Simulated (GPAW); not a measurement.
# NaCl (Pm-3m) in GPAW: notebook, part 3 of 3

GPAW 26.7.0. The steps go on from the part before.

## (5) Single point, PBE

run.py reads:

```python
from ase.dft.bandgap import bandgap
from ase.io import read, write
from ase.units import GPa
from gpaw import GPAW, PW

atoms = read('NaCl.xyz')

calc = GPAW(mode=PW(800),
            xc='PBE',
            kpts={'size': (8, 8, 8), 'gamma': True},
            occupations={'name': 'methfessel-paxton', 'order': 0, 'width': 0.028999999999999998},
            nbands=15,
            convergence={'density': 1e-05, 'energy': 1e-05},
            maxiter=150,
            txt='gpaw.txt')
atoms.calc = calc
energy = atoms.get_potential_energy()
forces = atoms.get_forces()
stress = atoms.get_stress()
calc.write('gs.gpw')
write('result.traj', atoms)
print(f'Energy: {energy:.6f} eV')
print('Forces (eV/A):')
print(forces.round(4))
print('Stress (GPa):', (stress / GPa).round(3))
print('Fermi level:', round(calc.get_fermi_level(), 4), 'eV')
print(f'Gap: {bandgap(calc)[0]:.4f} eV, direct: {bandgap(calc, direct=True)[0]:.4f} eV')
```

NaCl.xyz reads:

```xyz
2
Lattice="3.5021900000 0.0000000000 0.0000000000 0.0000000000 3.5021900000 0.0000000000 0.0000000000 0.0000000000 3.5021900000" Properties=species:S:1:pos:R:3 pbc="T T T"
Cl     1.7510950000      1.7510950000      1.7510950000
Na     0.0000000000      0.0000000000      0.0000000000
```

Potentials or basis: GPAW PAW data sets (gpaw-data 1.2.1), pw.

On the command line:

```sh
$ OMP_NUM_THREADS=1 python run.py
```

Run time: 18 s. Hardware: 1 thread of Arm Neoverse V1, shared host; peak memory 0.17 GiB.

Results (log left out):

```yaml
Free_energy: -6.4666 eV
Pressure: 0.1 GPa
Band_gap_on_the_k_mesh: 3.98 eV, indirect (least direct gap 4.47 eV)
```

Levels at points of the mesh, in eV from the valence-band top:
```
           k point  band 4  band 5  band 6  band 7  band 8  band 9  band 10  band 11
(0.00, 0.00, 0.00)  -13.38   -0.49   -0.49   -0.49    3.98    8.53     8.53    15.55
(0.50, 0.00, 0.00)  -13.02   -2.94   -0.26   -0.26    6.91    8.57    10.40    11.73
(0.50, 0.50, 0.00)  -12.76   -2.26   -2.26    0.00    5.53    9.83    11.04    11.04
(0.50, 0.50, 0.50)  -12.49   -1.84   -1.84   -1.84    7.10    7.10     7.10    11.67
```

A k mesh can miss the band edges.

## (6) Single point, PBE

Changes to run.py since step 5:

```diff
@@ -1,3 +1,4 @@
+from ase import Atoms
 from ase.dft.bandgap import bandgap
-from ase.io import read, write
+from ase.io import write
 from ase.units import GPa
@@ -5,3 +6,9 @@
 
-atoms = read('NaCl.xyz')
+atoms = Atoms(['Cl', 'Na'],
+              cell=[[3.50219, 0.0, 0.0],
+                    [0.0, 3.50219, 0.0],
+                    [0.0, 0.0, 3.50219]],
+              scaled_positions=[[0.5, 0.5, 0.5],
+                                [0.0, 0.0, 0.0]],
+              pbc=True)
 
@@ -10,3 +17,3 @@
             kpts={'size': (8, 8, 8), 'gamma': True},
-            occupations={'name': 'methfessel-paxton', 'order': 0, 'width': 0.028999999999999998},
+            occupations={'name': 'methfessel-paxton', 'order': 0, 'width': 0.03},
             nbands=15,
```

Potentials or basis: GPAW PAW data sets (gpaw-data 1.2.1), pw.

On the command line:

```sh
$ OMP_NUM_THREADS=1 python run.py
```

gpaw.txt:

```text
__  _  _
 | _ |_)|_||  |
 |__||  | ||/\| - 26.7.0

Input parameters:
  mode=PW(ecut=800.0),
  convergence={'density': 1e-05, 'energy': 1e-05},
  kpts=MonkhorstPack(size=(8, 8, 8), gamma=True),
  maxiter=150,
  nbands=15,
  occupations=Occupations(name='methfessel-paxton', order=0, width=0.03),
  xc=XC(name='PBE')

Diagonalizing LCAO Hamiltonian
Converting LCAO to pw mode
   .--------.
  /|        |
 * |        |
 | |   Cl   |
 | .--------.
 |/        /
 Na-------*

Atoms  # Å, Bohr magnetons
|   | symbol |        x |        y |        z |    initial magnetic moments |
|---|--------|----------|----------|----------|-----------------------------|
| 0 |     Cl | 1.751095 | 1.751095 | 1.751095 | ( 0.0000,  0.0000,  0.0000) |
| 1 |     Na | 0.000000 | 0.000000 | 0.000000 | ( 0.0000,  0.0000,  0.0000) |

Unit cell  # Å
[... 209 lines left out ...]
  Zero:              0.041919
  External:          0.000000
  Xc:               -6.573298
  Entropy:           0.000000
  Spinorbit:         0.000000
  ----------------------------
  Free energy:      -6.466597
  Extrapolated:     -6.466597

dipole moment: (-3.267901, -3.267901, -3.267901)  # |e|*Ang

Fermi level: 2.171
Eigenvalues  # (at kpt = [0.000, 0.000, 0.000])
| band index |      eig [eV] | occ [0-2] |
|------------|---------------|-----------|
|          0 |       -21.445 |     2.000 |
|          1 |       -21.445 |     2.000 |
|          2 |       -21.445 |     2.000 |
|          3 |       -12.736 |     2.000 |
|          4 |         0.152 |     2.000 |
|          5 |         0.152 |     2.000 |
|          6 |         0.152 |     2.000 |
|          7 |         4.625 |     0.000 |
|          8 |         9.173 |     0.000 |
|          9 |         9.173 |     0.000 |
|         10 |        16.195 |     0.000 |
|         11 |        16.195 |     0.000 |
|         12 |        16.402 |     0.000 |
|         13 |        16.402 |     0.000 |
|         14 |        16.402 |     0.000 |

Gap: 3.982 eV
Transition (v -> c):
  (s=0, k=30, n=6, [0.50, 0.50, 0.00]) -> (s=0, k=0, n=7, [0.00, 0.00, 0.00])
Direct/indirect transitions are different
Direct gap: 4.472 eV
Transition at: (s=0, k=0, n=6, [0.00, 0.00, 0.00])

Forces  # eV/Ang
|        x |        y |       z |
|----------|----------|---------|
|  0.00000 |  0.00000 | 0.00000 |  # Cl   0
| -0.00000 | -0.00000 | 0.00000 |  # Na   1

Stress tensor  # eV/Ang^3
|         x |         y |         z |
|-----------|-----------|-----------|
| -0.000760 |  0.000000 |  0.000000 |
|  0.000000 | -0.000760 |  0.000000 |
|  0.000000 |  0.000000 | -0.000760 |

# Writing to gs.gpw (mode='')
```

It took 18 s on 1 thread of Arm Neoverse V1, shared host; peak memory 0.17 GiB.

Results:

- Free energy: -6.4666 eV
- Pressure: 0.1 GPa
- Band gap on the k mesh: 3.98 eV, indirect (least direct gap 4.47 eV)

Levels at points of the mesh, in eV from the valence-band top:
```
           k point  band 3  band 4  band 5  band 6  band 7  band 8  band 9  band 10  band 11
(0.00, 0.00, 0.00)  -22.09  -13.38   -0.49   -0.49   -0.49    3.98    8.53     8.53    15.55
(0.50, 0.00, 0.00)  -22.08  -13.02   -2.94   -0.26   -0.26    6.91    8.57    10.40    11.73
(0.50, 0.50, 0.00)  -22.08  -12.76   -2.26   -2.26    0.00    5.53    9.83    11.04    11.04
(0.50, 0.50, 0.50)  -22.11  -12.49   -1.84   -1.84   -1.84    7.10    7.10     7.10    11.67
```

A k mesh can miss the band edges. PBE gaps usually lie below the measured ones, often by a third to a half.

## (7) Overview

| task | level | potentials or basis | cell | smearing | optimizer | fmax | max steps | convergence | eigensolver | gap on the mesh (eV) | pressure (GPa) | relaxed volume (Å³/atom) |
| --- | --- | --- | --- | --- | --- | --- | --- | --- | --- | --- | --- | --- |
| relaxation of cell and atoms | revPBE+D4 | the program's PAW data sets (release 1.2.1) made for this functional, pw | relaxed | fermi-dirac 0.05 eV | BFGS | 0.01 eV/Å | 40 | density=1e-05 forces=0.0001 | - | 4.23 | 0.0 | 21.62 |
| relaxation of cell and atoms | BLYP+D3(BJ) | PAW data sets generated in the run's folder for this functional, pw | relaxed to 5 GPa | fermi-dirac 0.05 eV | FIRE | 0.05 eV/Å | 60 | density=1e-05 forces=0.0001 | davidson | 4.89 | 5.2 | - |
| relaxation of cell and atoms | BLYP+D4 | PAW data sets generated in the run's folder for this functional, pw | relaxed | fermi-dirac 0.05 eV | LBFGS | 0.01 eV/Å | 60 | density=1e-05 forces=0.0001 | davidson | 4.06 | 0.0 | 21.27 |
| single point | PBE | GPAW PAW data sets (gpaw-data 1.2.1), pw | as given | gaussian 0.029 eV | - | - | - | - | - | 3.98 | 0.1 | - |
| single point | PBE | GPAW PAW data sets (gpaw-data 1.2.1), pw | as given | gaussian 0.03 eV | - | - | - | - | - | 3.98 | 0.1 | - |

Alike in all rows: no spin polarisation; k mesh 8 × 8 × 8; cutoff (eV) 800.

Caveats: later steps reuse the first step's grids (some runs); the volume moved by over 15 % at a fixed basis, so the end points are rough (some runs).

Absolute energies hang on the potentials; compare differences alone.
